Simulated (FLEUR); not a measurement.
# Collinear magnetic orders of CoO with FLEUR, part 2 of 2

A self-consistent run ends on one state, which hangs on the start. Several orders of CoO are started in FLEUR and their energies compared.

FLEUR MaX-R8.1; PBE with U = 3.5 eV on Co d; all-electron FLAPW, Dirac cores, scalar-relativistic bands.

So far, largest spin moment in the muffin-tin sphere (μB): step 2 (run 1 (ferro +)) 2.73; step 3 (run 2 (antiferro q=(1/2,1/2,1/2) +-)) 2.75; step 4 (start 3: antiferro q=(0,1/2,0) +-) 2.63; step 5 (run 4 (antiferro q=(0,0,1/2) +-)) 2.75.

## Step 6: Start 5: no spin polarisation

A spinless run shows what the cell costs with no moments; under a U that can hold a penalty on part-filled orbitals beside the lost exchange.

The k list default-1 (kpts.xml, not shown) is a Γ-centred 10×10×10 mesh.

inp.xml

```
<?xml version="1.0" encoding="UTF-8" standalone="no"?>
<fleurInput fleurInputVersion="0.39">
   <comment>
      CoO
   </comment>
   <calculationSetup>
      <cutoffs Kmax="4.29" Gmax="12.9" GmaxXC="12.9" numbands="0"/>
      <scfLoop itmax="120" minDistance="0.0001" maxIterBroyd="15" imix="Anderson" alpha="0.05" precondParam="0.0" spinf="2.0" sdNocoIR="T"/>
      <coreElectrons ctail="T" frcor="F" kcrel="0" coretail_lmax="0"/>
      <xcFunctional name="pbe" relativisticCorrections="F"/>
      <magnetism jspins="1"/>
      <soc l_soc="F" theta="0.0" phi="0.0" spav="F"/>
      <expertModes spex="0" secvar="F"/>
      <geometryOptimization l_f="F" forcealpha="1.0" forcemix="BFGS" epsdisp="0.00001" epsforce="0.00001"/>
      <ldaU l_linMix="F" mixParam="0.05" spinf="1.0"/>
   </calculationSetup>
   <cell>
      <bzIntegration valenceElectrons="23.0" mode="hist" fermiSmearingEnergy="0.00183747">
         <kPointListSelection listName="default-1"/>
         <xi:include xmlns:xi="http://www.w3.org/2001/XInclude" href="kpts.xml"> </xi:include>
      </bzIntegration>
      <xi:include xmlns:xi="http://www.w3.org/2001/XInclude" href="sym.xml"> </xi:include>
      <bulkLattice scale="1.0">
         <bravaisMatrix>
            <row-1>   -2.8497069958968000     2.8497069958968000     3.9821207229907136</row-1>
            <row-2>    2.8497069958968000    -2.8497069958968000     3.9821207229907136</row-2>
            <row-3>    2.8497069958968000     2.8497069958968000    -3.9821207229907136</row-3>
         </bravaisMatrix>
      </bulkLattice>
   </cell>
   <atomSpecies>
      <species name="Cobalt (Co)" element="Co" atomicNumber="27">
         <mtSphere radius="2.48" gridPoints="819" logIncrement="0.015"/>
         <atomicCutoffs lmax="10" lnonsphr="8"/>
         <electronConfig flipSpins="F">
            <coreConfig>(1s1/2) (2s1/2) (2p1/2) (2p3/2)</coreConfig>
            <valenceConfig>(3s1/2) (3p1/2) (3p3/2) (4s1/2) (3d3/2) (3d5/2)</valenceConfig>
            <stateOccupation state="(3d3/2)" spinUp="1.400000" spinDown="1.400000"/>
            <stateOccupation state="(3d5/2)" spinUp="2.100000" spinDown="2.100000"/>
         </electronConfig>
         <energyParameters s="4" p="4" d="3" f="4"/>
         <ldaU l="2" U="3.5" J="0.0" l_amf="F"/>
         <lo type="SCLO" l="0" n="3" eDeriv="0"/>
         <lo type="SCLO" l="1" n="3" eDeriv="0"/>
      </species>
      <species name="Oxygen (O)" element="O" atomicNumber="8">
         <mtSphere radius="1.4" gridPoints="463" logIncrement="0.023"/>
         <atomicCutoffs lmax="6" lnonsphr="4"/>
         <electronConfig flipSpins="F">
            <coreConfig>(1s1/2)</coreConfig>
            <valenceConfig>(2s1/2) (2p1/2) (2p3/2)</valenceConfig>
            <stateOccupation state="(2p1/2)" spinUp="0.666667" spinDown="0.666667"/>
            <stateOccupation state="(2p3/2)" spinUp="1.333333" spinDown="1.333333"/>
         </electronConfig>
         <energyParameters s="2" p="2" d="3" f="4"/>
      </species>
   </atomSpecies>
   <atomGroups>
      <atomGroup species="Cobalt (Co)">
         <relPos label="                   1">.0000000000 .0000000000 .0000000000</relPos>
         <force calculate="T" relaxXYZ="TTT"/>
      </atomGroup>
      <atomGroup species="Oxygen (O)">
         <relPos label="                   2">1.000/2.000 1.000/2.000 .0000000000</relPos>
         <force calculate="T" relaxXYZ="TTT"/>
      </atomGroup>
   </atomGroups>
   <output dos="F" band="F" slice="F">
      <bandDOS minEnergy="-.5*Htr" maxEnergy="0.5*Htr" sigma="0.015" storeEVData="T"/>
      <plotting iplot="0" polar="F">
         <plot TwoD="T" vec1="  1.0  0.0  0.0" vec2="  0.0  1.0  0.0" vec3="  0.0  0.0  1.0" zero="  0.0  0.0  0.0" file="plot"/>
      </plotting>
      <moessbauerParams electricFieldGradient="F" isomerShift="F" coreHyperfine="F" valenceHyperfine="F"/>
   </output>
</fleurInput>
```

crystal.txt

```
CoO
&input film=F cartesian=F /
-1.50800000000  1.50800000000  2.10724753770
1.50800000000  -1.50800000000  2.10724753770
1.50800000000  1.50800000000  -2.10724753770
1.8897261246
1.0 1.0 1.0

2
27 0.00000000000  0.00000000000  0.00000000000
8 0.50000000000  0.50000000000  0.00000000000

&kpt div1=10 div2=10 div3=10 gamma=T /
```

Run with:

```bash
OMP_NUM_THREADS=1 inpgen -f crystal.txt > inpgen.log  # inp.xml is then edited as shown
OMP_NUM_THREADS=1 mpirun -n 4 fleur_MPI > fleur.log
```

The job ended after 14 s (4 MPI ranks of Intel Xeon Platinum 8488C (Sapphire Rapids), shared host; peak memory 0.24 GiB; 56 s of CPU time).

Read from the output:

```
free energy                                                       : -39962.3581 eV
program's band gap on this mesh (in a metal only a level spacing) : 0.004128 eV
final state                                                       : non-magnetic (no spin polarisation)
```

It lies 891 meV a seeded atom over the first start (under a U so large a difference can come mostly from another filling of the orbitals).

## Step 7: Energies of the orders

Free energies are divided by the number of seeded atoms, so that cells of unlike size compare. Wavevectors q in the names are fractions of the primitive cell's reciprocal vectors.

Orders:

| start | final state | typed order kept | energy over the lowest (meV a seeded atom) | largest sphere moment (μB) | net moment (μB a primitive cell) | mesh matched | CPU time (s) |
| --- | --- | --- | --- | --- | --- | --- | --- |
| ferro + | ferromagnetic | yes | 618.9 | 2.732 | 2.999 | yes | 99.13 |
| antiferro q=(1/2,1/2,1/2) +- | antiferromagnetic | yes | 18.26 | 2.754 | 0 | yes | 423.6 |
| antiferro q=(0,1/2,0) +- | antiferromagnetic | yes | 582.5 | 2.632 | 0 | yes | 1546 |
| antiferro q=(0,0,1/2) +- | antiferromagnetic | yes | 0 | 2.754 | 0 | yes | 408.5 |
| no spin polarisation | non-magnetic | - | 1510 | 0 | 0 | yes | 55.5 |

Eigenvalues of the occupation matrices of the first corrected atom:

| start | majority spin | minority spin |
| --- | --- | --- |
| ferro + | 1.02 1.02 0.98 0.98 0.98 | 0.66 0.66 0.65 0.16 0.15 |
| antiferro q=(1/2,1/2,1/2) +- | 1.02 1.02 0.98 0.97 0.97 | 0.96 0.96 0.17 0.13 0.04 |
| antiferro q=(0,1/2,0) +- | 1.02 1.01 0.98 0.98 0.97 | 0.69 0.65 0.64 0.17 0.16 |
| antiferro q=(0,0,1/2) +- | 1.02 1.02 0.98 0.97 0.97 | 0.96 0.96 0.17 0.13 0.04 |

## Step 8: Summary of results

```json
{
  "moments, largest by run": "2.73, 2.75, 2.63, 2.75, 0 μB",
  "spread of the energies": "1510 meV a seeded atom"
}
```

**Reading.** No order can be named lowest. Under a U these runs seem to end in unlike orbital states: the occupations of the corrected shell differ between them, or their energies lie too far apart for exchange. The differences are then no exchange energies.

[Logs and program files are shortened in this print: banners, set-up blocks, solver, clock and traceback lines can be left out without a mark of their own.]

[Logs are printed without paths, hosts, clocks, repeated set-up lines and the standing remarks that a program may print on its own settings, such as how far it seeks lower states.]

[Hosts, paths, dates, database ids (printed as entryN), source tags and the programs' standing remarks are cut or masked in the printed files.]

[Where a cell is said to come from a database of computed structures, the database is the Materials Project.]
